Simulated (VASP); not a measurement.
# ZrB (Fm-3m) in VASP: a series of runs

Runs on ZrB. Level: r2SCAN. Tasks: single point, relaxation of cell and atoms.

Everything below comes from runs of VASP 6.6.1. Logs are shortened: lines on timing, memory, paths and dates and some standing lists are left out, and cuts for length are marked.

## (1) The cell of the first run

It takes space group Fm-3m (No. 225, cubic). The conventional cell has a = 4.911 Å, b = 4.911 Å, c = 4.911 Å, α = 90.00°, β = 90.00°, γ = 90.00°. Zr (site symmetry m-3m) is surrounded by 6 B at 2.46 Å. B (site symmetry m-3m) is surrounded by 6 Zr at 2.46 Å.

## (2) Single point, r2SCAN (cell and atoms relaxed from 1.08 times the given volume)

Input file POSCAR:

```
ZrB
1.0
    0.0000000000      2.4556841798      2.4556841798
    2.4556841798      0.0000000000      2.4556841798
    2.4556841798      2.4556841798      0.0000000000
Zr B
1 1
Direct
    0.0000000000      0.0000000000      0.0000000000
    0.5000000000      0.5000000000      0.5000000000
```

Input file INCAR.step1:

```
ALGO     = Normal         # electronic algorithm
EDIFF    = 1E-4           # SCF threshold, eV
ENCUT    = 520            # plane-wave cutoff, eV
GGA      = PE             # functional
ISMEAR   = -1             # smearing method
LASPH    = T              # aspherical terms in the spheres
LCHARG   = F              # write CHGCAR
LREAL    = F              # projectors in reciprocal space
LWAVE    = T              # write WAVECAR
NBANDS   = 14             # bands
NELM     = 100            # most SCF steps
PREC     = Accurate       # precision mode
SIGMA    = 0.05           # smearing width, eV
```

Input file INCAR.step2:

```
ALGO     = Normal         # electronic algorithm
EDIFF    = 1E-6           # SCF threshold, eV
ENCUT    = 520            # plane-wave cutoff, eV
ISIF     = 2              # what is computed and relaxed
ISMEAR   = -1             # smearing method
ISTART   = 1            
LASPH    = T              # aspherical terms in the spheres
LCHARG   = T              # write CHGCAR
LELF     = T              # ELF
LMIXTAU  = T            
LREAL    = F              # projectors in reciprocal space
LVHAR    = T            
LWAVE    = F              # write WAVECAR
METAGGA  = R2SCAN         # meta-GGA
NBANDS   = 14             # bands
NELM     = 100            # most SCF steps
PREC     = Accurate       # precision mode
SIGMA    = 0.05           # smearing width, eV
```

Input file KPOINTS:

```
k-points
0
Gamma
  12 12 12
```

Potentials or basis: VASP PAW PBE potentials, release 64 (Zr_sv, B).

Started as:

```
> cat potpaw_PBE.64/Zr_sv/POTCAR potpaw_PBE.64/B/POTCAR > POTCAR
> cp INCAR.step1 INCAR
> mpirun -np 1 vasp_std > vasp.out
> cp INCAR.step2 INCAR
> mpirun -np 1 vasp_std > vasp.out
```

OUTCAR:

```text
EDIFF = 1E-6
   ENCUT = 520
   ISIF = 2
   ISMEAR = -1
   ISTART = 1
   LASPH = T
   LREAL = F
   METAGGA = R2SCAN
   NELM = 100
   PREC = Accurate

 ion  position               nearest neighbor table
   1  0.000  0.000  0.000-   2 2.46   2 2.46   2 2.46   2 2.46   2 2.46   2 2.46
   2  0.500  0.500  0.500-   1 2.46   1 2.46   1 2.46   1 2.46   1 2.46   1 2.46

  LATTYP: Found a face centered cubic cell.
 ALAT       =     4.9113683596

  Lattice vectors:

 A1 = (   0.0000000000,   2.4556841798,   2.4556841798)
 A2 = (   2.4556841798,   0.0000000000,   2.4556841798)
 A3 = (   2.4556841798,   2.4556841798,   0.0000000000)

Analysis of symmetry for initial positions (statically):
=====================================================================
 Subroutine PRICEL returns:
 Original cell was already a primitive cell.

 Routine SETGRP: Setting up the symmetry group for a
 face centered cubic supercell.

 Subroutine GETGRP returns: Found 48 space group operations
 (whereof 48 operations were pure point group operations)
 out of a pool of 48 trial point group operations.

The static configuration has the point symmetry O_h .

Analysis of symmetry for dynamics (positions and initial velocities):
=====================================================================
 Subroutine PRICEL returns:
 Original cell was already a primitive cell.

 Routine SETGRP: Setting up the symmetry group for a
 face centered cubic supercell.

 Subroutine GETGRP returns: Found 48 space group operations
 (whereof 48 operations were pure point group operations)
 out of a pool of 48 trial point group operations.

The dynamic configuration has the point symmetry O_h .

 Subroutine INISYM returns: Found 48 space group operations
 (whereof 48 operations are pure point group operations),
 and found     1 'primitive' translations

----------------------------------------------------------------------------------------

                                     Primitive cell

  volume of cell :      29.6174

  direct lattice vectors                    reciprocal lattice vectors
     0.000000000  2.455684180  2.455684180    -0.203609244  0.203609244  0.203609244
     2.455684180  0.000000000  2.455684180     0.203609244 -0.203609244  0.203609244
     2.455684180  2.455684180  0.000000000     0.203609244  0.203609244 -0.203609244

  length of vectors
     3.472861872  3.472861872  3.472861872     0.352661556  0.352661556  0.352661556

  position of ions in fractional coordinates (direct lattice)
     0.000000000  0.000000000  0.000000000
     0.500000000  0.500000000  0.500000000

  ion indices of the primitive-cell ions
   primitive index   ion index
                 1           1
                 2           2

----------------------------------------------------------------------------------------

 KPOINTS: k-points

Automatic generation of k-mesh.
 Grid dimensions read from file:
 generate k-points for:   12   12   12

 Generating k-lattice:

  Cartesian coordinates                     Fractional coordinates (reciprocal lattice)
    -0.016967437  0.016967437  0.016967437     0.083333333  0.000000000  0.000000000
     0.016967437 -0.016967437  0.016967437     0.000000000  0.083333333  0.000000000
     0.016967437  0.016967437 -0.016967437     0.000000000  0.000000000  0.083333333

  Length of vectors
     0.029388463  0.029388463  0.029388463

  Shift w.r.t. Gamma in fractional coordinates (k-lattice)
     0.000000000  0.000000000  0.000000000

 Subroutine IBZKPT returns following result:
 ===========================================

 Found     72 irreducible k-points:

 Following reciprocal coordinates:
            Coordinates               Weight
  0.000000  0.000000  0.000000      1.000000
  0.083333  0.000000  0.000000      8.000000
  0.166667  0.000000  0.000000      8.000000
  0.250000  0.000000  0.000000      8.000000
  0.333333  0.000000  0.000000      8.000000
  0.416667  0.000000  0.000000      8.000000
[... 16 lines left out ...]
  0.500000  0.166667  0.000000     24.000000
 -0.416667  0.166667  0.000000     24.000000
 [... further k-points ...]
   k-points           NKPTS =     72   k-points in BZ     NKDIM =     72   number of bands    NBANDS=     14
   number of dos      NEDOS =    301   number of ions     NIONS =      2
   total plane-waves  NPLWV =  21952
   dimension x,y,z NGX =    28 NGY =   28 NGZ =   28
   dimension x,y,z NGXF=    56 NGYF=   56 NGZF=   56
   ions per type =               1   1
   NGX,Y,Z   is equivalent  to a cutoff of  13.40, 13.40, 13.40 a.u.
   NGXF,Y,Z  is equivalent  to a cutoff of  26.81, 26.81, 26.81 a.u.
 SYSTEM =  unknown system
   PREC   = accura    normal or accurate (medium, high low for compatibility)
   ISTART =      1    job   : 0-new  1-cont  2-samecut
   ICHARG =      0    charge: 1-file 2-atom 10-const
   ISPIN  =      1    spin polarized calculation?
   LNONCOLLINEAR =      F non collinear calculations
   LSORBIT =      F    spin-orbit coupling
   LASPH  =      T    aspherical Exc in radial PAW
   ENCUT  =  520.0 eV  38.22 Ry    6.18 a.u.   6.46  6.46  6.46*2*pi/ulx,y,z
   NELM   =    100;   NELMIN=  2; NELMDL=  0     # of ELM steps
   EDIFF  = 0.1E-05   stopping-criterion for ELM
   LREAL  =      F    real-space projection
[... 7 lines left out ...]
   TEBEG  =    0.0;   TEEND  =   0.0 temperature during run
   PSTRESS=    0.0 pullay stress
   NELECT =      15.0000    total number of electrons
   NUPDOWN=      -1.0000    fix difference up-down
   EMIN   =  10.00;   EMAX   =-10.00  energy-range for DOS
   EFERMI =   0.00;   METHOD = LEGACY
   ISMEAR =    -1;   SIGMA  =   0.05  broadening in eV -4-tet -1-fermi 0-gaus
   EFERMI_NEDOS =   21; number of points for ismear=-14 and -15
   IALGO  =     38    algorithm
   IMIX   =      4    mixing-type and parameters
     AMIX     =   0.40;   BMIX     =  1.00
     AMIX_MAG =   1.60;   BMIX_MAG =  1.00
  volume/ion in A,a.u.               =      14.81        99.93
  Fermi-wavevector in a.u.,A,eV,Ry     =   1.304937  2.465973 23.168810  1.702859
  Thomas-Fermi vector in A             =   2.435839
   LORBIT       =      0    0 simple, 1 ext, 2 COOP (PROOUT), +10 PAW based schemes
   METAGGA = R2SCAN    functional components
   LHFCALC =     F    Hartree Fock is set to
   AEXX    =    0.0000 exact exchange contribution
   IVDW    =     0    specifies the selected vdW correction
   LEPSILON=     F    determine dielectric tensor
   LRPA    =     F    only Hartree local field effects (RPA)
 non-spin polarized calculation
  energy-cutoff  :      520.00
  volume of cell :       29.62
 maximum number of plane-waves:       821
 NGX is ok and might be reduce to    28
   NGX = 13   NGY = 13   NGZ = 13

 number of electron      15.0000000 magnetization

 Free energy of the ion-electron system (eV)
  ---------------------------------------------------
  ext. energy  EPLUGINS =         0.00000000
  ---------------------------------------------------
  free energy    TOTEN  =       -30.98821951 eV

  energy without entropy =      -30.98048633  energy(sigma->0) =      -30.98435292

 E-fermi :   7.4118     XC(G=0): -12.2815

 val. band max:        7.3568879744   @ k =   0.5000   0.2500   0.0000
 cond. band min:       7.4340805222   @ k =   0.2500   0.0833   0.0000
 fundamental gap:      0.0771925477
 Fermi energy:         7.4117559347

 k-point     1 :       0.0000    0.0000    0.0000
  band No.  band energies     occupation
      1     -41.7494      2.00000
      2     -18.8718      2.00000
      3     -18.8718      2.00000
      4     -18.8718      2.00000
      5      -1.1991      2.00000
      6       9.4071      0.00000
      7       9.4071      0.00000
      8       9.4071      0.00000
      9      10.6909      0.00000
     10      10.6909      0.00000
     11      10.9987      0.00000
     12      10.9987      0.00000
     13      10.9987      0.00000
     14      18.5819      0.00000

 k-point     2 :       0.0833    0.0000    0.0000
  band No.  band energies     occupation
      1     -41.7453      2.00000
      2     -18.9114      2.00000
      3     -18.8756      2.00000
      4     -18.8756      2.00000
      5      -1.0381      2.00000
      6       8.8378      0.00000
      7       9.1850      0.00000
      8       9.1850      0.00000
      9       9.9017      0.00000
     10       9.9017      0.00000
     11      11.2569      0.00000
     12      12.3324      0.00000
     13      12.3324      0.00000
     14      18.9659      0.00000

 k-point     3 :       0.1667    0.0000    0.0000
  band No.  band energies     occupation
      1     -41.7341      2.00000
      2     -19.0182      2.00000
      3     -18.8860      2.00000
      4     -18.8860      2.00000
      5      -0.5749      2.00000
      6       7.7319      0.00330
      7       8.2250      0.00000
      8       8.2250      0.00000
      9      10.1633      0.00000
     10      10.1633      0.00000
     11      11.6012      0.00000
     12      13.9687      0.00000
     13      13.9687      0.00000
     14      19.6447      0.00000

 k-point     4 :       0.2500    0.0000    0.0000
  band No.  band energies     occupation
      1     -41.7187      2.00000
      2     -19.1607      2.00000
      3     -18.9002      2.00000
      4     -18.9002      2.00000
      5       0.1361      2.00000
      6       6.5270      2.00000
      7       7.3542      1.51928
      8       7.3542      1.51928
      9      10.7870      0.00000
     10      10.7870      0.00000
     11      11.9468      0.00000
     12      15.6710      0.00000
     13      15.6710      0.00000
     14      19.2867      0.00000

 k-point     5 :       0.3333    0.0000    0.0000
  band No.  band energies     occupation
      1     -41.7033      2.00000
      2     -19.2995      2.00000
      3     -18.9143      2.00000
      4     -18.9143      2.00000
      5       1.0197      2.00000
      6       5.3500      2.00000
      7       6.7128      2.00000
      8       6.7128      2.00000
      9      11.5569      0.00000
     10      11.5569      0.00000
     11      12.4542      0.00000
[... 276 lines left out ...]
 k-point    22 :       0.4167    0.1667    0.0000
  band No.  band energies     occupation
      1     -41.6906      2.00000
      2     -19.3140      2.00000
      3     -18.9850      2.00000
      4     -18.9671      2.00000
      5       1.4021      2.00000
      6       4.9347      2.00000
      7       6.5054      2.00000
      8       7.1770      1.98190
      9      10.5055      0.00000
     10      12.5665      0.00000
     11      13.5318      0.00000
     12      15.8135      0.00000
     13      17.2908      0.00000
     14      19.4703      0.00000

 k-point    23 :       0.5000    0.1667    0.0000
  band No.  band energies     occupation
      1     -41.6827      2.00000
      2     -19.3739      2.00000
      3     -19.0130      2.00000
      4     -18.9635      2.00000
      5       2.0611      2.00000
      6       4.3136      2.00000
      7       6.3028      2.00000
      8       6.7248      2.00000
      9      11.3375      0.00000
     10      12.7396      0.00000
     11      13.6679      0.00000
     12      16.7553      0.00000
     13      17.0183      0.00000
     14      18.8874      0.00000

 k-point    24 :      -0.4167    0.1667    0.0000
  band No.  band energies     occupation
      1     -41.6817      2.00000
      2     -19.3793      2.00000
      3     -19.0326      2.00000
      4     -18.9495      2.00000
      5       2.3029      2.00000
      6       4.0748      2.00000
      7       6.3229      2.00000
      8       6.4855      2.00000
      9      12.1708      0.00000
     10      12.3240      0.00000
     11      13.4572      0.00000
     12      16.7378      0.00000
     13      17.6107      0.00000
     14      18.2827      0.00000

 [... further k-points ...]
[... 5 lines left out ...]
  --------------------------------------------------------------------------------------
  -------------------------------------------------------------------------------------
  Total        0.0134613      0.0134613      0.0134613      0.0000000      0.0000000     -0.0000000
  in kB        0.7282001      0.7282001      0.7282001      0.0000000      0.0000000     -0.0000000
  external PRESSURE =       0.7282001 kB  Pullay stress =       0.0000000 kB

 VOLUME and BASIS-vectors are now :
 -----------------------------------------------------------------------------
  energy-cutoff  :      520.00
  volume of cell :       29.62
      direct lattice vectors                 reciprocal lattice vectors
     0.000000000  2.455684180  2.455684180    -0.203609244  0.203609244  0.203609244
     2.455684180  0.000000000  2.455684180     0.203609244 -0.203609244  0.203609244
     2.455684180  2.455684180  0.000000000     0.203609244  0.203609244 -0.203609244

 POSITION                                       TOTAL-FORCE (eV/Angst)
 -----------------------------------------------------------------------------------
      0.00000      0.00000      0.00000        -0.000000      0.000000      0.000000
      2.45568      2.45568      2.45568         0.000000     -0.000000     -0.000000
 -----------------------------------------------------------------------------------
    total drift:                               -0.000000      0.000000      0.000000

  FREE ENERGIE OF THE ION-ELECTRON SYSTEM (eV)
  ---------------------------------------------------
  free  energy   TOTEN  =       -30.9882195123 eV

  energy  without entropy=      -30.9804863315  energy(sigma->0) =      -30.98435292
```

Run time: 1.8 min. Hardware: 1 thread of Intel Xeon Platinum 8488C (Sapphire Rapids), shared host; peak memory 0.18 GiB.

What came out:

```yaml
Free_energy: -30.9882 eV
Pressure: 0.1 GPa
Band_gap_on_the_k_mesh: none (metal or under the smearing width)
```

Levels at points of the mesh, in eV from the Fermi level:
| k point | band 5 | band 6 | band 7 | band 8 | band 9 | band 10 | band 11 | band 12 |
| --- | --- | --- | --- | --- | --- | --- | --- | --- |
| (0.00, 0.00, 0.00) | -8.61 | 2.00 | 2.00 | 2.00 | 3.28 | 3.28 | 3.59 | 3.59 |
| (0.50, 0.00, 0.00) | -4.66 | -3.97 | -1.22 | -1.22 | 5.16 | 5.16 | 6.50 | 7.80 |
| (0.50, 0.50, 0.00) | -6.60 | -0.95 | -0.69 | 2.11 | 2.11 | 4.72 | 6.10 | 6.10 |

Caveat: the PAW data sets were made with another functional, which shifts forces and pressure a little.

## (3) Relaxation of cell and atoms, r2SCAN (cell and atoms relaxed from 1.08 times the given volume)

Input file POSCAR:

```
ZrB
1.0
    0.0000000000      2.3854164456      2.3854164456
    2.3854164456      0.0000000000      2.3854164456
    2.3854164456      2.3854164456      0.0000000000
Zr B
1 1
Direct
    0.0000000000      0.0000000000      0.0000000000
    0.5000000000      0.5000000000      0.5000000000
```

Input file INCAR.step1:

```
PREC = Accurate ; ENCUT = 600
ISMEAR = -1 ; SIGMA = 0.05
LREAL = False ; LASPH = True
NELM = 100 ; GGA = PE
ALGO = Normal ; EDIFF = 1E-4
LWAVE = True ; LCHARG = False
```

Input file INCAR.step2:

```
PREC = Accurate ; ENCUT = 600
EDIFF = 1E-6 ; ISMEAR = -1
SIGMA = 0.05 ; LREAL = False
LASPH = True ; NELM = 100
ALGO = Normal ; ISIF = 3
LWAVE = False ; LCHARG = False
METAGGA = R2SCAN ; LMIXTAU = True
IBRION = 2 ; NSW = 100
EDIFFG = -0.005 ; ISTART = 1
```

Input file KPOINTS:

```
regular mesh
0
Gamma
  12 12 12
```

Potentials or basis: VASP PAW PBE potentials, release 64 (Zr_sv, B).

Started as:

```
> cat potpaw_PBE.64/Zr_sv/POTCAR potpaw_PBE.64/B/POTCAR > POTCAR
> cp INCAR.step1 INCAR
> mpirun -np 1 vasp_std > vasp.out
> cp INCAR.step2 INCAR
> mpirun -np 1 vasp_std > vasp.out
```

Wall time 5.1 min (1 thread of Intel Xeon Platinum 8488C (Sapphire Rapids), shared host); peak memory 0.19 GiB.

Results (log left out):

```
Free energy                            : -30.9866 eV
Relaxed volume                         : 14.82 Å³/atom
Relaxed cell                           : a = 3.474 Å, b = 3.474 Å, c = 3.474 Å, α = 60.00°, β = 60.00°, γ = 60.00°
Space group after relaxing (to 0.05 Å) : Fm-3m (No. 225)
Energy gained by relaxing              : 61.1 meV/atom
Ionic steps                            : 4
Pressure after relaxing                : 0.0 GPa
Band gap on the k mesh                 : none (metal or under the smearing width)
```

The path:
| step | energy change (eV) | largest force (eV/Å) | pressure (GPa) | volume (Å³) |
| --- | --- | --- | --- | --- |
| 1 | 0.0000 | 0.0000 | 16.94 | 27.15 |
| 2 | 0.0585 | 0.0000 | -15.14 | 33.19 |
| 3 | -0.1221 | 0.0000 | -0.44 | 29.71 |
| 4 | -0.1222 | 0.0000 | -0.04 | 29.64 |

Final structure:
```xyz
2
Lattice="0.0000 2.4563 2.4563 2.4563 0.0000 2.4563 2.4563 2.4563 0.0000" Properties=species:S:1:pos:R:3 pbc="T T T"
Zr    0.0000    0.0000    0.0000
B     2.4563    2.4563    2.4563
```

Levels at points of the mesh, in eV from the Fermi level:
```
           k point  band 5  band 6  band 7  band 8  band 9  band 10  band 11
(0.00, 0.00, 0.00)   -8.61    1.99    1.99    1.99    3.28     3.28     3.59
(0.50, 0.00, 0.00)   -4.66   -3.97   -1.22   -1.22    5.15     5.15     6.50
(0.50, 0.50, 0.00)   -6.60   -0.95   -0.69    2.11    2.11     4.71     6.09
```

Caveat: the PAW data sets were made with another functional, which shifts forces and pressure a little. Zero-point motion and thermal expansion aren't in these numbers.
